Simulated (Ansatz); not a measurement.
# TiAl3: the cost of one run

Program: Ansatz 0.2.0. Level of theory: DFT PBE, scalar-relativistic, plane waves, PAW. These are calculated values, not measurements.

## (1) The structure to begin with

Symmetry: Pmm2, No. 25, orthorhombic system. Conventional cell: a = 2.840 Å, b = 4.681 Å, c = 4.901 Å, α = 90.00°, β = 90.00°, γ = 90.00°. Around Ti (site symmetry mm2) lie 10 Al at 2.83 to 2.85 Å and 2 Ti at 2.84 Å. Al (site symmetry mm2) has 4 Ti at 2.83 to 2.84 Å and 8 Al at 2.84 to 2.86 Å as nearest neighbours. Around Al (site symmetry mm2) lie 8 Al at 2.81 to 2.86 Å and 4 Ti at 2.85 Å. Al (site symmetry mm2) has 10 Al at 2.81 to 2.86 Å and 2 Ti at 2.85 Å as nearest neighbours.

Structure file:

```xyz
4
Lattice="2.8397 0.0000 0.0000 0.0000 4.6813 0.0000 0.0000 0.0000 4.9007" Properties=species:S:1:pos:R:3 pbc="T T T"
Ti    0.0000    2.3406    0.8131
Al    1.4198    2.3406    3.2701
Al    1.4198    0.0000    1.6217
Al    0.0000    0.0000    4.0965
```

The start is a polymorph listed in a database, not an invented cell.

## (2) The guess as it stands, on a coarse mesh

Contents of input.yaml:

```yaml
crystal:
  lattice:
    - [2.8396771, 0.0, 0.0]
    - [0.0, 4.68126392, 0.0]
    - [0.0, 0.0, 4.90074205]
  atoms:
    - { symbol: Ti, position: [0.0, 0.5, 0.165916] }
    - { symbol: Al, position: [0.5, 0.5, 0.66727102] }
    - { symbol: Al, position: [0.5, 0.0, 0.33091199] }
    - { symbol: Al, position: [0.0, 0.0, 0.83590001] }
basis:
  ecutwfc: 420
kpoints:
  mp_grid: { grid: [6, 4, 4] }
hamiltonian:
  xc: pbe
scf:
  occupations: { method: gaussian, width: 0.1 }
  lower_state_search: "off"
output:
  forces: true
  stress: true
  eigenvalues: true
```

The run is started by

```
$ ansatz run input.yaml --threads 1 --pin off --max-ram 2560MiB --backend cpu --events-out ev --progress --plain --runs-dir out
```

What time and memory should one allow on 1 thread of Intel Xeon at 2.70GHz, shared host?

About 5.2 s, with a peak of 0.36 GiB.
